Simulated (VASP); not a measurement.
# Band offsets on GaSb (110), part 3 of 3

How do the bands of InAs and CdSe, strained to GaSb, line up with those of GaSb?

VASP 6.6.1, plane waves and PAW; the level of theory is named at each step.

So far. Step 7 (Bulk band edges, LDA): The run ends at a pressure of -0.22 GPa.

### Step 10. Relax the interface, LDA

Superlattice of 12 atoms of GaSb and 12 of InAs on the GaSb lattice. Atoms relax, and the height is moved while the normal stress exceeds 0.4 GPa, three times at most; a third move is not followed by a relaxation.

Level: LDA; plane waves and PAW (Ga_d, Sb, In_d, As).

System, named by how it was started: GaSb/InAs (110). The cell holds 24 atoms: 6 Ga, 6 Sb, 6 In and 6 As. Cell: a = 4.287 Å, b = 6.027 Å, c = 25.673 Å, α = 90.0°, β = 90.0°, γ = 90.0°. It derives from GaSb. Superlattice of 12 atoms of GaSb and 12 of InAs on the GaSb lattice. The structure's axis is c.

The input, INCAR:

```
SYSTEM = InGaSbAs
PREC = Normal
ENCUT = 420
EDIFF = 1E-05
NELM = 120
ISMEAR = 0
SIGMA = 0.05
LREAL = Auto
ALGO = Fast
GGA = CA
NBANDS = 133
LORBIT = 11
LWAVE = .FALSE.
LCHARG = .FALSE.
KPAR = 2
NCORE = 4
IBRION = 2
NSW = 60
ISIF = 2
EDIFFG = -0.03
POTIM = 0.4
MAXMIX = 40
ISYM = 2
```

The input, POSCAR:

```
InGaSbAs
1.0
    4.2868071410      0.0000000000      0.0000000000
    0.0000000000      6.0272200120      0.0000000000
    0.0000000000      0.0000000000     25.6725121610
Ga Sb In As
6 6 6 6
Direct
    0.0000000000      0.0000000000      0.0000000000
    0.5000000000      0.5000000000      0.0834902150
    0.0000000000      0.0000000000      0.1669804310
    0.5000000000      0.5000000000      0.2504706460
    0.0000000000      0.0000000000      0.3339608620
    0.5000000000      0.5000000000      0.4174510770
    0.5000000000      0.2500000000      0.0000000000
    0.0000000000      0.7500000000      0.0834902150
    0.5000000000      0.2500000000      0.1669804310
    0.0000000000      0.7500000000      0.2504706460
    0.5000000000      0.2500000000      0.3339608620
    0.0000000000      0.7500000000      0.4174510770
    0.0000000000      0.0005341200      0.5011415220
    0.5000000000      0.5005341200      0.5841751280
    0.0000000000      0.0005341200      0.6672087350
    0.5000000000      0.5005341200      0.7502423420
    0.0000000000      0.0005341200      0.8332759490
    0.5000000000      0.5005341200      0.9163095550
    0.5000000000      0.2494658800      0.5011415220
    0.0000000000      0.7494658800      0.5841751280
    0.5000000000      0.2494658800      0.6672087350
    0.0000000000      0.7494658800      0.7502423420
    0.5000000000      0.2494658800      0.8332759490
    0.0000000000      0.7494658800      0.9163095550
```

The input, KPOINTS:

```
Automatic mesh
0
Gamma
5 4 1
0 0 0
```

The projector-augmented-wave data sets are Ga_d, Sb, In_d and As (LDA family, release 64).

Launch:

```sh
$ mpirun -np 8 vasp_std
```

The log of the run:

```text
[banner, memory and clock lines left out]
running    8 mpi-ranks, on    1 nodes
[...]
LDA part: xc-table for (Slater(with rela. corr.)+CA(PZ))
 , standard interpolation
 POSCAR, INCAR and KPOINTS ok, starting setup
[...]
entering main loop
       N       E                     dE             d eps       ncg     rms          rms(c)
DAV:   1     0.220017861883E+04    0.22002E+04   -0.78300E+04  2466   0.172E+03
DAV:   2     0.364596682299E+03   -0.18356E+04   -0.17791E+04  2450   0.497E+02
DAV:   3    -0.622314259587E+02   -0.42683E+03   -0.40284E+03  2791   0.217E+02
DAV:   4    -0.105229559082E+03   -0.42998E+02   -0.41818E+02  2860   0.649E+01
[...]
RMM:  17    -0.105680982431E+03    0.32458E-04   -0.30789E-04  2417   0.484E-02    0.525E-01
RMM:  18    -0.105680968819E+03    0.13612E-04   -0.26160E-04  2307   0.332E-02    0.421E-01
RMM:  19    -0.105680963497E+03    0.53218E-05   -0.88503E-05  2088   0.271E-02
   1 F= -.10568096E+03 E0= -.10567906E+03  d E =-.105681E+03
[... from here on, the cycles between the ionic steps are left out ...]
   2 F= -.10592033E+03 E0= -.10591859E+03  d E =-.239363E+00
   4 F= -.10601403E+03 E0= -.10601273E+03  d E =-.317619E-01
   7 F= -.10603014E+03 E0= -.10602895E+03  d E =-.952860E-02
  10 F= -.10603679E+03 E0= -.10603559E+03  d E =-.536310E-02
  13 F= -.10605504E+03 E0= -.10605397E+03  d E =-.761331E-02
  16 F= -.10605817E+03 E0= -.10605717E+03  d E =-.107403E-01
  19 F= -.10606281E+03 E0= -.10606203E+03  d E =-.463792E-02
  22 F= -.10606609E+03 E0= -.10606518E+03  d E =-.328334E-02
  25 F= -.10606793E+03 E0= -.10606701E+03  d E =-.178910E-02
  28 F= -.10606897E+03 E0= -.10606801E+03  d E =-.282847E-02
  31 F= -.10607149E+03 E0= -.10607058E+03  d E =-.251623E-02
  34 F= -.10607342E+03 E0= -.10607258E+03  d E =-.193322E-02
  36 F= -.10607383E+03 E0= -.10607299E+03  d E =-.405404E-03
  37 F= -.10607406E+03 E0= -.10607321E+03  d E =-.231278E-03
 trial-energy change:   -0.000231  1 .order   -0.000181   -0.000293   -0.000070
 step:   0.8400(harm=  0.9819)  dis= 0.00133  next Energy=  -106.074061 (dE=-0.236E-03)
 reached required accuracy - stopping structural energy minimisation
```

It took 24 min on 8 MPI ranks of Intel Xeon Platinum 8375C at 2.90GHz (Ice Lake), shared host; peak memory 2 GiB; 3.2 h of CPU time.

Parts of OUTCAR (step 10):

```text
  Total       -0.4300932     -0.2688218     -0.1826708      0.0000000      0.0000000      0.0000000
  in kB       -1.0388523     -0.6493155     -0.4412252      0.0000000      0.0000000      0.0000000
  external PRESSURE =      -0.7097977 kB  Pullay stress =       0.0000000 kB

 POSITION                                       TOTAL-FORCE (eV/Angst)
 -----------------------------------------------------------------------------------
      0.00000      5.93401     25.60799         0.000000     -0.004378     -0.001998
      2.14340      2.92696      2.17740         0.000000     -0.006491      0.003328
      0.00000      5.94860      4.24685         0.000000     -0.000424     -0.006986
      2.14340      2.93499      6.47017         0.000000     -0.000424      0.006986
      0.00000      5.94057      8.53962         0.000000     -0.006491     -0.003328
      2.14340      2.92040     10.78154         0.000000     -0.004378      0.001998
      2.14340      1.41709      0.04014         0.000000      0.003217     -0.006038
      0.00000      4.44209      2.10176         0.000000     -0.025922     -0.000485
      2.14340      1.43471      4.32449         0.000000      0.012685      0.006799
      0.00000      4.44832      6.39253         0.000000      0.012685     -0.006799
      2.14340      1.42848      8.61526         0.000000     -0.025922      0.000485
      0.00000      4.43070     10.67688         0.000000      0.003217      0.006038
      0.00000      0.08970     12.89739         0.000000      0.001200     -0.008120
      2.14340      3.10485     14.97201         0.000000     -0.000632     -0.009041
[...]
-----------------------------------------------------------------------------------
    total drift:                               -0.000000     -0.008273     -0.000010

  FREE ENERGIE OF THE ION-ELECTRON SYSTEM (eV)
  ---------------------------------------------------
  free  energy   TOTEN  =      -106.0740564445 eV

  energy  without entropy=     -106.0723641461  energy(sigma->0) =     -106.07321030

[... 1 part as in an earlier step ...]

[... 3 further parts left out ...]
[key lines of the parts left out:]
E-fermi :   4.7810
```

Numbers from this step:

| Property | Result |
| --- | --- |
| energy(sigma→0) of the program | -106.0732 eV |
| stress, compression positive | xx, yy, zz -0.10, -0.06, -0.04 GPa |
| ionic steps | 37 |

### Step 11. Potential of the interface, LDA

The core potentials in the middle of each layer tie the two bulk scales together.

Level: LDA; plane waves and PAW (Ga_d, Sb, In_d, As).

The input, INCAR:

```
SYSTEM = InGaSbAs
PREC = Accurate
ENCUT = 420
EDIFF = 1E-06
NELM = 120
ISMEAR = 0
SIGMA = 0.05
LREAL = .FALSE.
ALGO = Normal
GGA = CA
NBANDS = 161
LORBIT = 11
LWAVE = .FALSE.
LCHARG = .TRUE.
KPAR = 2
NCORE = 4
LVHAR = .TRUE.
NEDOS = 1500
```

The input, POSCAR:

```
InGaSbAs
1.0
    4.2868071410      0.0000000000      0.0000000000
    0.0000000000      6.0272200120      0.0000000000
    0.0000000000      0.0000000000     25.6725121610
Ga Sb In As
6 6 6 6
Direct
    0.0000000000      0.9845359392      0.9974869111
    0.5000000000      0.4856234184      0.0848143178
    0.0000000000      0.9869563053      0.1654239265
    0.5000000000      0.4869563053      0.2520271505
    0.0000000000      0.9856234184      0.3326367592
    0.5000000000      0.4845359392      0.4199641659
    0.5000000000      0.2351147595      0.0015635385
    0.0000000000      0.7370053643      0.0818681514
    0.5000000000      0.2380384718      0.1684480999
    0.0000000000      0.7380384718      0.2490029771
    0.5000000000      0.2370053643      0.3355829256
    0.0000000000      0.7351147595      0.4158875385
    0.0000000000      0.0148817513      0.5023811995
    0.5000000000      0.5151385347      0.5831920703
    0.0000000000      0.0127007536      0.6685877586
    0.5000000000      0.5127007536      0.7488633184
    0.0000000000      0.0151385347      0.8342590067
    0.5000000000      0.5148817513      0.9150698775
    0.5000000000      0.2649960545      0.4997060999
    0.0000000000      0.7637353636      0.5852376450
    0.5000000000      0.2612732837      0.6660560785
    0.0000000000      0.7612732837      0.7513949985
    0.5000000000      0.2637353636      0.8322134320
    0.0000000000      0.7649960545      0.9177449771
```

KPOINTS is that of step 10.

Launch:

```sh
$ mpirun -np 8 vasp_std
```

The log of the run:

```text
[banner, memory and clock lines left out]
running    8 mpi-ranks, on    1 nodes
[...]
|                                                                             |
|               ----> ADVICE to this user running VASP <----                  |
|                                                                             |
|     You have a (more or less) 'large supercell' and for larger cells it     |
|     might be more efficient to use real-space projection operators.         |
|     Therefore, try LREAL= Auto in the INCAR file.                           |
|     Mind: For very accurate calculation, you might also keep the            |
|     reciprocal projection scheme (i.e. LREAL=.FALSE.).                      |
|                                                                             |

 LDA part: xc-table for (Slater(with rela. corr.)+CA(PZ))
 , standard interpolation
 POSCAR, INCAR and KPOINTS ok, starting setup
[...]
entering main loop
       N       E                     dE             d eps       ncg     rms          rms(c)
DAV:   1     0.204737582906E+04    0.20474E+04   -0.76000E+04  2922   0.143E+03
DAV:   2     0.330853560754E+03   -0.17165E+04   -0.16201E+04  2906   0.407E+02
DAV:   3    -0.695480117396E+02   -0.40040E+03   -0.37337E+03  3521   0.184E+02
DAV:   4    -0.106468467453E+03   -0.36920E+02   -0.35953E+02  3529   0.538E+01
[...]
DAV:  19    -0.106067326264E+03    0.46915E-05   -0.33281E-06  3148   0.228E-02    0.392E-02
DAV:  20    -0.106067325255E+03    0.10094E-05   -0.13534E-06  1836   0.104E-02    0.300E-02
DAV:  21    -0.106067325132E+03    0.12247E-06   -0.48894E-07  1684   0.374E-03
   1 F= -.10606733E+03 E0= -.10606647E+03  d E =-.170369E-02
```

The job ended after 5.6 min (8 MPI ranks; peak memory 2.2 GiB).

Parts of OUTCAR (step 11):

```text
  Total       -0.5969723     -0.4979272     -0.1174406      0.0000000      0.0000000      0.0000000
  in kB       -1.4419341     -1.2026993     -0.2836673      0.0000000      0.0000000      0.0000000
  external PRESSURE =      -0.9761002 kB  Pullay stress =       0.0000000 kB

 POSITION                                       TOTAL-FORCE (eV/Angst)
 -----------------------------------------------------------------------------------
      0.00000      5.93401     25.60799         0.000000     -0.000691      0.001387
      2.14340      2.92696      2.17740         0.000000     -0.002363     -0.002202
      0.00000      5.94860      4.24685         0.000000     -0.002805     -0.009319
      2.14340      2.93499      6.47017         0.000000     -0.002805      0.009319
      0.00000      5.94057      8.53962         0.000000     -0.002363      0.002202
      2.14340      2.92040     10.78154         0.000000     -0.000691     -0.001387
      2.14340      1.41709      0.04014         0.000000     -0.030626     -0.038591
      0.00000      4.44209      2.10176         0.000000     -0.026971     -0.005059
      2.14340      1.43471      4.32449         0.000000     -0.015833     -0.040416
      0.00000      4.44832      6.39253         0.000000     -0.015833      0.040416
      2.14340      1.42848      8.61526         0.000000     -0.026971      0.005059
      0.00000      4.43070     10.67688         0.000000     -0.030626      0.038591
      0.00000      0.08970     12.89739         0.000000      0.001871     -0.011919
      2.14340      3.10485     14.97201         0.000000      0.002903      0.001264
[...]
-----------------------------------------------------------------------------------
    total drift:                                0.000000     -0.009282      0.000076

  FREE ENERGIE OF THE ION-ELECTRON SYSTEM (eV)
  ---------------------------------------------------
  free  energy   TOTEN  =      -106.0673251324 eV

  energy  without entropy=     -106.0656214397  energy(sigma->0) =     -106.06647329

[... 1 part as in an earlier step ...]

[... 2 further parts left out ...]
[key lines of the parts left out:]
E-fermi :   4.7806
```

Read from the output:

```
energy(sigma→0) of the program : -106.0665 eV
stress, compression positive   : xx, yy, zz -0.14, -0.12, -0.03 GPa
```

The run ends at a pressure of -0.10 GPa, with forces up to 0.049 eV/Å.

### Step 12. The whole series

LASPH is off in runs at LDA and on in runs at HSE06.

Hybrid runs start from orbitals of a short LDA run, not shown.

Runs beyond LDA use the data sets made with LDA; this shifts their levels slightly, and their total energies have another zero.

The other members went through these steps as far as the tables show, with one cutoff; 18 runs are not shown. The session took 19 core hours (wall time by ranks) on a shared machine.

The session's own summary tied the other levels to the core potentials, which hold part of the functional; that shift, read from the bulk runs, is taken out again in the columns beyond the base level.

Line-up of core potentials from the interface at LDA; other levels change the bulk edges alone, each counted from the mean potential of its bulk cell. Gaps of the substrate: LDA 0.09 eV, HSE06 1.12 eV, HSE06 with spin-orbit coupling 0.91 eV.

| partner | atoms | mean in-plane stress of the strained partner, tension positive (GPa) | gap of the whole cell (eV) | largest spread of the line-up between elements of one side (eV) |
| --- | --- | --- | --- | --- |
| InAs | 24 | 0.3 | 0.07 | 0.00 |
| CdSe | 24 | 0.5 | 0.19 | 0.01 |

At LDA:

| partner | valence-band top of the partner above the substrate's, LDA (eV) | conduction-band bottom of the partner above the substrate's, LDA (eV) | gap of the strained partner, LDA (eV) |
| --- | --- | --- | --- |
| InAs |  |  | 0.00 |
| CdSe | -0.95 | -0.65 | 0.39 |

A blank entry does not apply, was not run or did not finish.

At HSE06:

| partner | valence-band top of the partner above the substrate's, HSE06 (eV) | conduction-band bottom of the partner above the substrate's, HSE06 (eV) | gap of the strained partner, HSE06 (eV) |
| --- | --- | --- | --- |
| InAs | -0.33 | -0.88 | 0.57 |
| CdSe | -1.19 | -0.67 | 1.63 |

At HSE06 with spin-orbit coupling:

| partner | valence-band top of the partner above the substrate's, HSE06 with spin-orbit coupling (eV) | conduction-band bottom of the partner above the substrate's, HSE06 with spin-orbit coupling (eV) | gap of the strained partner, HSE06 with spin-orbit coupling (eV) |
| --- | --- | --- | --- |
| InAs | -0.42 | -0.88 | 0.46 |
| CdSe | -1.26 | -0.67 | 1.50 |

### Step 13. What came out

| Property | Result |
| --- | --- |
| InAs, HSE06 with spin-orbit coupling | valence -0.42 eV, conduction -0.88 eV |
| CdSe, HSE06 with spin-orbit coupling | valence -1.26 eV, conduction -0.67 eV |

What this shows: For InAs and CdSe one side or both have under 0.15 eV of gap at LDA, the level of the run that fixes the line-up, which makes these offsets less sure. No offsets are given where the strained partner has under 0.15 eV of gap: InAs at LDA. InAs at HSE06 with spin-orbit coupling: the edges are staggered (type II). CdSe at HSE06 with spin-orbit coupling: the edges are staggered (type II). Offsets and overlaps of about 0.3 eV or less are within the errors that the gaps of this level can carry, so their sign, and the type with it, is not secure. Levels beyond the first ran on coarser meshes, which moves edges by some hundredths of an eV. The uneven mesh leaves the relaxed substrate 0.6 % off cubic. The bounds that sort cases in this text are picked. The interfaces are ideal and a few layers thick: no intermixing, defects or band bending. All crystals are in the zinc-blende or diamond form.

[Lines on the potential files, build, host, timing and source positions are cut from VASP's logs without a mark.]

[Logs are printed without paths, hosts, clocks, repeated set-up lines and the standing remarks that a program may print on its own settings, such as how far it seeks lower states.]

[Hosts, paths, dates, database ids (printed as entryN), source tags and the programs' standing remarks are cut or masked in the printed files.]

[In band tables of VASP the shares of atoms and orbitals are scaled to a sum of 1 inside the atoms' spheres.]
